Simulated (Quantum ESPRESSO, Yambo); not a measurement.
# How the form of the self-energy moves the gap of BAs (F-43m), part 2 of 2

Aim: compare treatments of exchange, screening and correlation for the gap of BAs (F-43m).

Quantum ESPRESSO 7.5 and Yambo 5.3.0; PBE and many-body steps on it, plane waves. Known limits of the many-body steps: not at the basis limit; no spin-orbit coupling.

So far. Step 2 (Empty states on the mesh, 6×6×6 mesh, 334 bands): On this mesh the gap is 1.292 eV. Step 4 (G0W0, Godby-Needs plasmon pole): The gap on the mesh goes from 1.29 eV to 1.91 eV, a correction of +0.62 eV.

## (5) One-shot COHSEX

This step: one-shot COHSEX on PBE, plane waves, norm-conserving pseudopotentials.

File gw4.in:

```
HF_and_locXC
gw0
dyson
cohsex
em1s
rim_cut
RandQpts= 1000000
RandGvec= 1 RL
EXXRLvcs= 100 Ry
VXCRLvcs= 400 Ry
Chimod= "HARTREE"
% BndsRnXs
 1 | 144 |
%
NGsBlkXs= 17 Ry
% LongDrXs
 1 | 1 | 1 |
%
% GbndRnge
 1 | 144 |
%
DysSolver= "n"
ExtendOut
% QPkrange
 1 | 1 | 12 | 15 |
 10 | 10 | 12 | 15 |
%
```

Command:

```sh
> OMP_NUM_THREADS=1 mpirun -n 4 yambo -F gw4.in -J gw4 -C gw4 > gw4.log
```

The program printed:

```text
 Yambo, version 5.3.0

 [02] CORE Variables Setup
 =========================

  [... cell, symmetries and grids as in the set-up ...]

  [02.05] Energies & Occupations
  ==============================

  [X] === General ===
  [X] Electronic Temperature                        :  0.000000  0.000000 [eV K]
  [X] Bosonic    Temperature                        :  0.000000  0.000000 [eV K]
  [X] Finite Temperature mode                       : no
  [X] El. density                                   :  0.95404E+24 [cm-3]
  [X] Fermi Level                                   :  12.16515 [eV]

  [X] === Gaps and Widths ===
  [X] Conduction Band Min                           :  1.291868 [eV]
  [X] Valence Band Max                              :  0.000000 [eV]
  [X] Filled Bands                                  :  13
  [X] Empty Bands                                   :    14   334
  [X] Direct Gap                                    :  3.288876 [eV]
  [X] Direct Gap localized at k                     :  1
  [X] Indirect Gap                                  :  1.291868 [eV]
  [X] Indirect Gap between kpts                     :   1  10
  [X] Last valence band width                       :  4.948297 [eV]
  [X] 1st conduction band width                     :  3.059858 [eV]

 [03] Transferred momenta grid and indexing
 ==========================================

 IBZ Q-points                                      :  16
 BZ  Q-points                                      :  216

 K/Q-points units:
 rlu = crystal or reduced units; cc = cartesian coordinates; iku = interal k-units

 Q [ 1]         [rlu]:  0.000000  0.000000  0.000000
 Q [ 2]         [rlu]: -0.44040E-17 -0.44040E-17  0.16667
 Q [ 3]         [rlu]: -0.88081E-17 -0.88081E-17  0.33333
[...]
[xc] Functional : Perdew, Burke & Ernzerhof(X)+Perdew, Burke & Ernzerhof(C)
 [xc] LIBXC used to calculate xc functional
  PP Number of Atomic Species                      :  2
  NLCC RL compoments                               :  24933
  PP Number of Atomic Species                      :  2
  NLCC RL compoments                               :  24933

 [xc] E_xc :  -25.05613 [Ha]
      E_xc :  -50.11226 [Ry]

  Local XC kind (lXC) : Perdew, Burke & Ernzerhof(X)+Perdew, Burke & Ernzerhof(C)
  Non-Local XC kind (nlXC) : Hartree-Fock

  Corrections @ K [1] :  [eV]
 <12|nlXC|12> = -15.46589 -0.82059E-18 <12|lXC|12> = -14.18945  0.94413E-16
 <13|nlXC|13> = -15.46587  0.25400E-17 <13|lXC|13> = -14.18945 -0.99866E-21
 <14|nlXC|14> = -8.450954  0.21738E-17 <14|lXC|14> = -13.05539 -0.18882E-15
[...]
Corrections @ K [10] :  [eV]
[...]
<14|nlXC|14> = -7.636092  0.19204E-17 <14|lXC|14> = -11.66108 -0.94411E-16
 <15|nlXC|15> = -6.492022  0.26613E-18 <15|lXC|15> = -11.16957 -0.18882E-15

 [08] Dyson equation: Newton solver
 ==================================

 [Newton] Sc step       :  0.100000 [eV]
 [Newton] Sc steps      :  1

  [08.01] G0W0 (COHSEX)
  =====================

  [  GW  ] Bands range     :   1  15

  QP @ state[ 1 ] K range:  1  1
  QP @ state[ 1 ] b range:  12  15
  QP @ state[ 2 ] K range:  10  10
  QP @ state[ 2 ] b range:  12  15

   Sc Empty Bands                                   : no
   Sc bands terminator                              : no
   Sx RL components                                 :  3143

   QP @ state[ 1 ] K range                          :  1  1
   QP @ state[ 1 ] b range                          :  12  15
   QP @ state[ 2 ] K range                          :  10  10
   QP @ state[ 2 ] b range                          :  12  15
   GF WF`s kind                                     : Perdew, Burke & Ernzerhof(X)+Perdew, Burke & Ernzerhof(C)
   Xs energies kind                                 : Perdew, Burke & Ernzerhof(X)+Perdew, Burke & Ernzerhof(C)
   Xs WF`s kind                                     : Perdew, Burke & Ernzerhof(X)+Perdew, Burke & Ernzerhof(C)

 [11] Game Over & Game summary
```

Elapsed: 7.9 min, on 4 MPI ranks of Arm Neoverse V1, shared host; peak memory 2 GiB.

This step gave:

| Property | Result |
| --- | --- |
| quasiparticle gap on the points computed | 2.597 eV |
| starting gap on the mesh | 1.292 eV |
| k of the valence top | 0, 0, 0 |
| k of the conduction bottom | 0, 0.3333, 0.3333 |
| least direct quasiparticle gap on the computed points | 4.758 eV |
| Z at the valence top | 1 |
| Z at the conduction bottom | 1 |

Against G0W0 in Yambo (6×6×6 mesh, 144 bands, screening to 231.3 eV, Godby-Needs plasmon pole), the gap moves by +0.686 eV.

## (6) One-shot Hartree-Fock

This step: one-shot Hartree-Fock on PBE, plane waves, norm-conserving pseudopotentials.

File gw5.in:

```
HF_and_locXC
rim_cut
RandQpts= 1000000
RandGvec= 1 RL
EXXRLvcs= 100 Ry
VXCRLvcs= 400 Ry
% QPkrange
 1 | 1 | 12 | 15 |
 10 | 10 | 12 | 15 |
%
```

Command:

```sh
> OMP_NUM_THREADS=1 mpirun -n 4 yambo -F gw5.in -J gw5 -C gw5 > gw5.log
```

The program printed:

```text
 Yambo, version 5.3.0

 [02] CORE Variables Setup
 =========================

  [... cell, symmetries and grids as in the set-up ...]

  [02.05] Energies & Occupations
  ==============================

  [X] === General ===
  [X] Electronic Temperature                        :  0.000000  0.000000 [eV K]
  [X] Bosonic    Temperature                        :  0.000000  0.000000 [eV K]
  [X] Finite Temperature mode                       : no
  [X] El. density                                   :  0.95404E+24 [cm-3]
[...]
[xc] E_xc :  -25.05613 [Ha]
      E_xc :  -50.11226 [Ry]

  Local XC kind (lXC) : Perdew, Burke & Ernzerhof(X)+Perdew, Burke & Ernzerhof(C)
  Non-Local XC kind (nlXC) : Hartree-Fock

  Corrections @ K [1] :  [eV]
 <12|nlXC|12> = -15.46589 -0.82059E-18 <12|lXC|12> = -14.18945  0.94413E-16
 <13|nlXC|13> = -15.46587  0.25400E-17 <13|lXC|13> = -14.18945 -0.99866E-21
 <14|nlXC|14> = -8.450954  0.21738E-17 <14|lXC|14> = -13.05539 -0.18882E-15
[...]
Corrections @ K [10] :  [eV]
[...]
<14|nlXC|14> = -7.636092  0.19204E-17 <14|lXC|14> = -11.66108 -0.94411E-16
 <15|nlXC|15> = -6.492022  0.26613E-18 <15|lXC|15> = -11.16957 -0.18882E-15

 [08] Game Over & Game summary
```

Run time: 15 s. Hardware: 4 MPI ranks; peak memory 1.8 GiB.

This step gave:

```yaml
quasiparticle_gap_on_the_mesh: 6.593 eV
starting_gap_on_the_mesh: 1.292 eV
k_of_the_valence_top: 0, 0, 0
k_of_the_conduction_bottom: 0, 0.3333, 0.3333
least_direct_quasiparticle_gap_on_the_computed_points: 9.170 eV
```

Against G0W0 in Yambo (6×6×6 mesh, 144 bands, screening to 231.3 eV, Godby-Needs plasmon pole), the gap moves by +4.682 eV.

## (7) Side by side

Times are wall times on 4 MPI ranks of Arm Neoverse V1, shared host, good to a factor of about two.

```
                           run   mesh  bands  screening cutoff (eV)  DFT gap (eV)  gap on the mesh (eV)  direct (eV)     time
G0W0, Godby-Needs plasmon pole  6×6×6    144                  231.3         1.292                 1.911        4.142   11 min
               one-shot COHSEX  6×6×6    144                  231.3         1.292                 2.597        4.758  7.9 min
         one-shot Hartree-Fock  6×6×6      -                      -         1.292                 6.593        9.170     15 s
```

## (8) Summary of results

```yaml
g0w0_godby_needs_plasmon_pole: 1.911 eV
one_shot_cohsex: 2.597 eV
one_shot_hartree_fock: 6.593 eV
known_limits: not at the basis limit; no spin-orbit coupling
```

One-shot COHSEX: +0.686 eV against G0W0, Godby-Needs plasmon pole. One-shot Hartree-Fock: +4.682 eV against G0W0, Godby-Needs plasmon pole. Bare exchange alone opens the gap to 6.59 eV; against G0W0, correlation takes back 4.68 eV. Static COHSEX lies above G0W0: it lacks the factor Z and overstates the Coulomb hole of the filled states. Against experiment, by G0W0, Godby-Needs plasmon pole: the gap of 1.91 eV lies +0.09 eV from the measured 1.82 eV (indirect, 300 K, 2019); the direct gap of 4.14 eV lies +0.02 eV from the measured 4.12 eV (direct, 300 K, 2019); the gap of 1.91 eV lies −0.11 eV from the measured 2.02 eV (indirect, 300 K, 2019). An exciton line or allowed optical edge lies below the quasiparticle gap by the binding energy; a forbidden edge can push the onset above it. These are gaps on the mesh, at modest bands and cutoff. The calculation has static nuclei and no excitons; a measured gap holds zero-point and thermal motion, which mostly lowers it. Bands and cutoff are finite, so the gap is not at the basis limit. The miss can reach some tenths of an eV and take either sign; the mesh is an error of its own. A denser mesh or path gives a starting gap of 1.21 eV: the GW mesh misses a band edge, so its gaps are not the fundamental one. The many-body steps are scalar-relativistic: spin-orbit coupling is not in them.

[Paths, hosts, dates, memory and timing lines, banners, echoed tables and standing remarks are left out of the program output.]

[Logs are printed without paths, hosts, clocks, repeated set-up lines and the standing remarks that a program may print on its own settings, such as how far it seeks lower states.]

[Runs of the session that timed out or met a known fault of the program may be left out.]

[Hosts, paths, dates, database ids (printed as entryN), source tags and the programs' standing remarks are cut or masked in the printed files.]
